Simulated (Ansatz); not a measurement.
AlCo under strain

All numbers below come from Ansatz 0.2.0, DFT PBE, scalar-relativistic, plane waves, PAW. Run with 420 eV cutoff, 18×18×18 k-mesh, Gaussian smearing of 0.10 eV, no spin polarisation.

The relaxed crystal:

```
Al Co
1.0
     2.85190    0.00000    0.00000
     0.00000    2.85190    0.00000
     0.00000    0.00000    2.85190
Al Co
1 1
Direct
  0.00000 0.00000 0.00000
  0.50000 0.50000 0.50000
```

Deformation: biaxial strain in the a-b plane, with the length and tilt of c and the atoms relaxed, all within the symmetry that the strain leaves. Energies are extrapolated to zero smearing. Stress is positive in compression, on the Cartesian axes of the cell above.

```csv
strain (%),ΔE (meV/atom),a (Å),b (Å),c (Å),σxx (GPa),σyy (GPa),σzz (GPa)
-3.0,?,2.766,2.766,?,?,?,?
-2.0,9.2,2.795,2.795,2.912,5.85,5.85,0.00
-1.0,2.4,2.823,2.823,2.878,3.11,3.11,0.01
+0.0,0.0,2.852,2.852,2.852,-0.02,-0.02,-0.02
+1.0,2.5,2.880,2.880,2.830,-3.18,-3.18,0.00
+2.0,?,2.909,2.909,?,?,?,?
+3.0,20.8,2.937,2.937,2.793,-8.97,-8.97,0.00
```

Problem. Fill in the row at -3.0 %.

Solution. ΔE 19.6 meV/atom; c 2.952 Å; σxx 8.36 GPa; σyy 8.36 GPa; σzz 0.00 GPa.

Problem. Fill in the row at +2.0 %.

Solution. ΔE 9.5 meV/atom; c 2.811 Å; σxx -6.17 GPa; σyy -6.17 GPa; σzz 0.00 GPa.